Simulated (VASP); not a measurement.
# Ca (P6_3/mmc) in VASP: notebook

One crystal, Ca, is run at these levels: PBE; tasks: single point.

All numbers are computed with VASP 6.6.1; they aren't measurements. Logs are shortened: lines on timing, memory, paths and dates and some standing lists are left out, and cuts for length are marked.

**1. The structure**

Symmetry: P6_3/mmc, No. 194, hexagonal system. Conventional cell: a = 3.980 Å, b = 3.980 Å, c = 6.520 Å, α = 90.00°, β = 90.00°, γ = 120.00°. Ca (site symmetry -6m2) has 12 Ca at 3.98 to 3.99 Å as nearest neighbours.

This isn't the form of Ca at room conditions, which is fcc.

**2. Single point, PBE**

File INCAR:

```
  PREC = Accurate
  ENCUT = 460
  EDIFF = 1E-6
  ISMEAR = 1
  SIGMA = 0.05
  LREAL = F
  LASPH = T
  NELM = 100
  ALGO = Normal
  ISIF = 2
  LWAVE = F
  LCHARG = F
  GGA = PE
  NBANDS = 17
  ADDGRID = F
```

File KPOINTS:

```
regular mesh
0
Gamma
  12 12 7
```

File POSCAR:

```
Ca
1.0
    3.9800000000      0.0000000000      0.0000000000
   -1.9900000000      3.4467811071      0.0000000000
    0.0000000000      0.0000000000      6.5200000000
Ca
2
Direct
    0.6666666667      0.3333333333      0.7500000000
    0.3333333333      0.6666666667      0.2500000000
```

Potentials or basis: VASP PAW PBE potentials, release 64 (Ca_sv).

Command:

```sh
cat potpaw_PBE.64/Ca_sv/POTCAR > POTCAR
mpirun -np 1 vasp_std > vasp.out
```

OUTCAR:

```text
PREC = Accurate
   ENCUT = 460
   EDIFF = 1E-6
   ISMEAR = 1
   LREAL = F
   LASPH = T
   NELM = 100
   ISIF = 2
   GGA = PE

 Found     76 irreducible k-points:

 Following reciprocal coordinates:
            Coordinates               Weight
  0.000000  0.000000  0.000000      1.000000
  0.083333 -0.000000  0.000000      6.000000
  0.166667  0.000000  0.000000      6.000000
  0.250000  0.000000  0.000000      6.000000
  0.333333  0.000000  0.000000      6.000000
  0.416667  0.000000  0.000000      6.000000
   k-points           NKPTS =     76   k-points in BZ     NKDIM =     76   number of bands    NBANDS=     17
   number of dos      NEDOS =    301   number of ions     NIONS =      2
   total plane-waves  NPLWV =  37632
   dimension x,y,z NGX =    28 NGY =   28 NGZ =   48
   dimension x,y,z NGXF=    56 NGYF=   56 NGZF=   96
   ions per type =               2
   NGX,Y,Z   is equivalent  to a cutoff of  11.70, 11.70, 12.24 a.u.
   NGXF,Y,Z  is equivalent  to a cutoff of  23.39, 23.39, 24.48 a.u.
 SYSTEM =  unknown system
   PREC   = accura    normal or accurate (medium, high low for compatibility)
   ISTART =      0    job   : 0-new  1-cont  2-samecut
   ICHARG =      2    charge: 1-file 2-atom 10-const
   ISPIN  =      1    spin polarized calculation?
   LNONCOLLINEAR =      F non collinear calculations
   LSORBIT =      F    spin-orbit coupling
   LASPH  =      T    aspherical Exc in radial PAW
   ENCUT  =  460.0 eV  33.81 Ry    5.81 a.u.   6.96  6.96 11.40*2*pi/ulx,y,z
   NELM   =    100;   NELMIN=  2; NELMDL= -5     # of ELM steps
   EDIFF  = 0.1E-05   stopping-criterion for ELM
   LREAL  =      F    real-space projection
   EDIFFG = 0.1E-04   stopping-criterion for IOM
   NSW    =      0    number of steps for IOM
   IBRION =     -1    ionic relax: 0-MD 1-quasi-New 2-CG
   NFREE  =      0    steps in history (QN), initial steepest desc. (CG)
   ISIF   =      2    stress and relaxation
   ISYM   =      2    0-nonsym 1-usesym 2-fastsym
   POTIM  = 0.5000    time-step for ionic-motion
   TEBEG  =    0.0;   TEEND  =   0.0 temperature during run
   PSTRESS=    0.0 pullay stress
   NELECT =      20.0000    total number of electrons
   NUPDOWN=      -1.0000    fix difference up-down
   EMIN   =  10.00;   EMAX   =-10.00  energy-range for DOS
   EFERMI =   0.00;   METHOD = LEGACY
   ISMEAR =     1;   SIGMA  =   0.05  broadening in eV -4-tet -1-fermi 0-gaus
   EFERMI_NEDOS =   21; number of points for ismear=-14 and -15
   IALGO  =     38    algorithm
   IMIX   =      4    mixing-type and parameters
     AMIX     =   0.40;   BMIX     =  1.00
     AMIX_MAG =   1.60;   BMIX_MAG =  1.00
  volume/ion in A,a.u.               =      44.72       301.79
  Fermi-wavevector in a.u.,A,eV,Ry     =   0.993657  1.877740 13.433783  0.987355
  Thomas-Fermi vector in A             =   2.125555
   LORBIT       =      0    0 simple, 1 ext, 2 COOP (PROOUT), +10 PAW based schemes
   GGA     = PE    functional components
   LHFCALC =     F    Hartree Fock is set to
   AEXX    =    0.0000 exact exchange contribution
   IVDW    =     0    specifies the selected vdW correction
   LEPSILON=     F    determine dielectric tensor
   LRPA    =     F    only Hartree local field effects (RPA)
 non-spin polarized calculation
 Methfessel and Paxton  Order N= 1 SIGMA  =   0.05
  energy-cutoff  :      460.00
  volume of cell :       89.44
 maximum number of plane-waves:      2019
 NGX is ok and might be reduce to    28

 number of electron      20.0000001 magnetization

 Free energy of the ion-electron system (eV)
  ---------------------------------------------------
  ext. energy  EPLUGINS =         0.00000000
  ---------------------------------------------------
  free energy    TOTEN  =        -3.84185803 eV

  energy without entropy =       -3.84220908  energy(sigma->0) =       -3.84197504

 E-fermi :   1.7949     XC(G=0):  -7.5573

 val. band max:        1.7670622468   @ k =   0.3333   0.1667   0.0000
 cond. band min:       1.8052202431   @ k =   0.2500   0.0833   0.0000
 fundamental gap:      0.0381579963
 Fermi energy:         1.7949252573

 k-point     1 :       0.0000    0.0000    0.0000
  band No.  band energies     occupation
      1     -40.4036      2.00000
      2     -40.3935      2.00000
      3     -21.4338      2.00000
      4     -21.3437      2.00000
      5     -21.3437      2.00000
      6     -21.3283      2.00000
[... 9 lines left out ...]
     16       4.2748      0.00000
     17       4.6457      0.00000

 k-point     2 :       0.0833   -0.0000    0.0000
  band No.  band energies     occupation
      1     -40.4029      2.00000
      2     -40.3931      2.00000
      3     -21.4313      2.00000
      4     -21.3494      2.00000
      5     -21.3455      2.00000
      6     -21.3342      2.00000
[... 9 lines left out ...]
     16       4.3464      0.00000
     17       4.5671      0.00000

 k-point     3 :       0.1667    0.0000    0.0000
  band No.  band energies     occupation
      1     -40.4012      2.00000
      2     -40.3923      2.00000
      3     -21.4243      2.00000
      4     -21.3650      2.00000
      5     -21.3504      2.00000
      6     -21.3501      2.00000
[... 9 lines left out ...]
     16       4.3288      0.00000
     17       4.4107      0.00000

 k-point     4 :       0.2500    0.0000    0.0000
  band No.  band energies     occupation
      1     -40.3988      2.00000
      2     -40.3913      2.00000
      3     -21.4139      2.00000
      4     -21.3864      2.00000
      5     -21.3716      2.00000
      6     -21.3568      2.00000
[... 9 lines left out ...]
     16       4.5773      0.00000
     17       4.6141      0.00000

 k-point     5 :       0.3333    0.0000    0.0000
  band No.  band energies     occupation
      1     -40.3962      2.00000
      2     -40.3904      2.00000
      3     -21.4080      2.00000
      4     -21.4017      2.00000
      5     -21.3925      2.00000
      6     -21.3631      2.00000
[... 9 lines left out ...]
     16       4.8918      0.00000
     17       5.0743      0.00000

 k-point     6 :       0.4167    0.0000    0.0000
  band No.  band energies     occupation
      1     -40.3941      2.00000
      2     -40.3900      2.00000
      3     -21.4239      2.00000
      4     -21.4076      2.00000
      5     -21.3904      2.00000
      6     -21.3677      2.00000
[... 9 lines left out ...]
     16       5.2844      0.00000
     17       5.4866      0.00000

 [... further k-points ...]

------------------------ aborting loop because EDIFF is reached ----------------------------------------

  FORCE on cell =-STRESS in cart. coord.  units (eV):
  Direction    XX          YY          ZZ          XY          YZ          ZX
  --------------------------------------------------------------------------------------
  -------------------------------------------------------------------------------------
  Total       -0.4750858     -0.4750858     -0.4911067     -0.0000000     -0.0000000      0.0000000
  in kB       -8.5101714     -8.5101714     -8.7971508     -0.0000000     -0.0000000      0.0000000
  external PRESSURE =      -8.6058312 kB  Pullay stress =       0.0000000 kB

 VOLUME and BASIS-vectors are now :
 -----------------------------------------------------------------------------
  energy-cutoff  :      460.00
  volume of cell :       89.44
      direct lattice vectors                 reciprocal lattice vectors
     3.980000000  0.000000000  0.000000000     0.251256281  0.145062882  0.000000000
    -1.990000000  3.446781107  0.000000000     0.000000000  0.290125763  0.000000000
     0.000000000  0.000000000  6.520000000     0.000000000  0.000000000  0.153374233

 POSITION                                       TOTAL-FORCE (eV/Angst)
 -----------------------------------------------------------------------------------
      1.99000      1.14893      4.89000        -0.000000      0.000000      0.000000
     -0.00000      2.29785      1.63000         0.000000      0.000000      0.000000
 -----------------------------------------------------------------------------------
    total drift:                                0.000000     -0.000000      0.000000

  FREE ENERGIE OF THE ION-ELECTRON SYSTEM (eV)
  ---------------------------------------------------
  free  energy   TOTEN  =        -3.8418580260 eV

  energy  without entropy=       -3.8422090752  energy(sigma->0) =       -3.84197504
```

Wall time 37 s (1 thread of Intel Xeon 6975P-C (Granite Rapids), shared host); peak memory 0.22 GiB.

These settings aren't checked as converged: the numbers below hold their error.

Results:

* Free energy: -3.8419 eV
* Pressure: -0.9 GPa
* Band gap on the k mesh: none (metal or under the smearing width)

**3. Single point, PBE**

Changes to INCAR since step 2:

```diff
@@ -4,3 +4,3 @@
   ISMEAR = 1
-  SIGMA = 0.05
+  SIGMA = 0.02
   LREAL = F
```

KPOINTS is that of step 2.

POSCAR is that of step 2.

Potentials or basis: VASP PAW PBE potentials, release 64 (Ca_sv).

Command:

```sh
cat potpaw_PBE.64/Ca_sv/POTCAR > POTCAR
mpirun -np 1 vasp_std > vasp.out
```

It took 36 s on 1 thread of Intel Xeon 6975P-C (Granite Rapids), shared host; peak memory 0.22 GiB.

These settings aren't checked as converged: the numbers below hold their error.

What came out:

```
Free energy            : -3.8421 eV
Pressure               : -0.9 GPa
Band gap on the k mesh : none (metal or under the smearing width)
```
